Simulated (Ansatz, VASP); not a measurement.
One calculation of CdS (Greenockite), two programs

```
Cd S
1.0
     4.05430    0.00000    0.00000
    -2.02715    3.51113    0.00000
     0.00000    0.00000    6.60432
Cd S
2 2
Direct
  0.33333 0.66667 0.99945
  0.66667 0.33333 0.49945
  0.33333 0.66667 0.37555
  0.66667 0.33333 0.87555
```

Alike in both runs: functional LDA; k mesh 6 × 6 × 4; no spin polarisation.

Ansatz relaxed the structure, and its values are those at the end. VASP's run is a single point on that final structure, the one shown.

```csv
,VASP,Ansatz
version,VASP 6.6.1,Ansatz 0.2.0
potentials or method,"VASP PAW LDA potentials, release 64 (Cd, S)","PAW with Ansatz's default frozen-core files, scalar-relativistic"
plane-wave cutoff (eV),520,420
occupations,"gaussian, width 0.01 eV",fixed
valence electrons in the cell,36,52
```

Ansatz gave:

| Quantity | Value |
| --- | --- |
| pressure (GPa) | 1.0 |

Task: Estimate VASP's values.

Result: Pressure (GPa): 1.6.

The two sets of potentials don't hold the same shells in valence.
